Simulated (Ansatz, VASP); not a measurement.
**One calculation of HgTe, two programs**

Contents of INCAR:

```
PREC = Accurate
ENCUT = 520
EDIFF = 1E-6
ISMEAR = -1
SIGMA = 0.05
LREAL = F
LASPH = T
NELM = 80
ALGO = Normal
ISIF = 2
LWAVE = F
LCHARG = F
GGA = RE
NBANDS = 16
```

KPOINTS

```
regular mesh
0
Gamma
  7 7 7
```

Contents of POSCAR:

```
HgTe
1.0
    0.0000000000      3.1800000000      3.1800000000
    3.1800000000      0.0000000000      3.1800000000
    3.1800000000      3.1800000000      0.0000000000
Hg Te
1 1
Direct
    0.0000000000      0.0000000000      0.0000000000
    0.5000000000      0.5000000000      0.5000000000
```

Contents of input.yaml:

```yaml
crystal:
  lattice:
    - [0.0, 3.18, 3.18]
    - [3.18, 0.0, 3.18]
    - [3.18, 3.18, 0.0]
  atoms:
    - { symbol: Hg, position: [0.0, 0.0, 0.0] }
    - { symbol: Te, position: [0.5, 0.5, 0.5] }
hamiltonian:
  xc: revpbe
  pseudopotentials: { kind: paw }
kpoints:
  mp_grid: { grid: [7, 7, 7] }
  band_path:
    path:
      - [[0.0, 0.0, 0.0], [0.5, 0.0, 0.5], [0.5, 0.25, 0.75], [0.375, 0.375, 0.75], [0.0, 0.0, 0.0], [0.5, 0.5, 0.5], [0.625, 0.25, 0.625], [0.5, 0.25, 0.75], [0.5, 0.5, 0.5], [0.375, 0.375, 0.75]]
      - [[0.625, 0.25, 0.625], [0.5, 0.0, 0.5]]
    npoints: 14
scf:
  occupations: { method: fermi_dirac, width: 0.05 }
  n_extra_bands: 6
output:
  forces: true
  stress: true
  eigenvalues: true
  fatbands: false
```

Measurements of this composition are mostly on another form, of space group No. 216.

Alike in both runs: functional revPBE; k mesh 7 × 7 × 7; occupations fermi-dirac, width 0.05 eV; no spin polarisation.

|  | VASP | Ansatz |
| --- | --- | --- |
| version | VASP 6.6.1 | Ansatz 0.2.0 |
| potentials or method | VASP PAW PBE potentials, release 64 (Hg, Te) | Ansatz PAW |
| plane-wave cutoff (eV) | 520 | 420 |
| valence electrons in the cell | 18 | 36 |
| task | single point | band structure |

|  | VASP | Ansatz | Ansatz less VASP |
| --- | --- | --- | --- |
| gap on the k mesh at the Fermi level (eV) | none | none | - |
| pressure (GPa) | -2.4 | -2.5 | -0.05 |

A gap of «none» marks a metal or a gap that the smearing closes. The functional is the same, so the differences come from potentials, cutoffs and numerics. The two sets of potentials don't hold the same shells in valence.

Caveats: the PAW data sets were made with another functional, which shifts forces and pressure a little (VASP); spin-orbit coupling is left out, which moves the levels of the heavy elements (Ansatz); the PAW data sets come from PBE, with cores solved anew for the run's functional, which leaves a small shift of forces and pressure (Ansatz). The runs have no spin-orbit coupling, so splittings on Hg, Te are missing.
